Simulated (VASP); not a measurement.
A calculation with VASP 6.6.1 of Br (ASE script, structure typed inline):

The input run.py:

```python
from ase import Atoms
from ase.calculators.vasp import Vasp
from ase.dft.bandgap import bandgap

atoms = Atoms(
    ['Br'],
    cell=[[-1.423491705, 1.423491705, 3.57751737], [1.423491705, -1.423491705, 3.57751737], [1.423491705, 1.423491705, -3.57751737]],
    scaled_positions=[[0.0, 0.0, 0.0]],
    pbc=True,
)
calc = Vasp(
    directory='calc',
    xc='pbe',
    pp='PBE',
    setups='materialsproject',
    prec='Accurate',
    encut=520,
    ediff=1e-06,
    ismear=0,
    sigma=0.02,
    lreal=False,
    lasph=True,
    nelm=80,
    algo='Fast',
    isif=2,
    lwave=False,
    lcharg=True,
    lelf=True,
    lvhar=True,
    kpts=[13, 13, 13],
    gamma=True,
)
atoms.calc = calc

print('energy (eV):', atoms.get_potential_energy())
print('free energy (eV):', atoms.get_potential_energy(force_consistent=True))
print('forces (eV/A):')
print(atoms.get_forces())
print('stress (eV/A^3, Voigt):', atoms.get_stress())
print('Fermi level (eV):', calc.get_fermi_level())
gap, top, bottom = bandgap(calc)
print('band gap (eV):', gap, 'from (spin, k, band)', top, 'to', bottom)
```

Potentials or basis: VASP PAW PBE potentials, release 64 (Br).

Run with:

```bash
$ python run.py
```

Problem. Write the same calculation in another form: native input, structure from a POSCAR.

Solution. As run:

Contents of INCAR:

```
SYSTEM = Br
  PREC = Accurate
  ENCUT = 520
  EDIFF = 1E-6
  ISMEAR = 0
  SIGMA = 0.02
  LREAL = .FALSE.
  LASPH = .TRUE.
  NELM = 60
  ALGO = Fast
  ISIF = 2
  LWAVE = .FALSE.
  LCHARG = .FALSE.
  GGA = PE
  NBANDS = 10
```

File KPOINTS:

```
regular mesh
0
G
  13 13 13
  0 0 0
```

Contents of POSCAR:

```
Br
4.105
   -0.346770208283      0.346770208283      0.871502404385
    0.346770208283     -0.346770208283      0.871502404385
    0.346770208283      0.346770208283     -0.871502404385
Br
1
Direct
    0.0000000000      0.0000000000      0.0000000000
```

Potentials or basis: VASP PAW PBE potentials, release 64 (Br).

The run is started by

```sh
$ cat potpaw_PBE.64/Br/POTCAR > POTCAR
$ mpirun -np 1 vasp_std > vasp.out
```

Both were run:

|  | ASE script, structure typed inline | native input, structure from a POSCAR |
| --- | --- | --- |
| Pressure | 1.4 GPa | 1.4 GPa |
| Band gap on the k mesh | none (metal or under the smearing width) | none (metal or under the smearing width) |

Keys that steer only the numerical path or the files written may differ.

Caveat: an odd number of electrons without spin polarisation forces a metal; a magnetic or distorted state may lie lower.
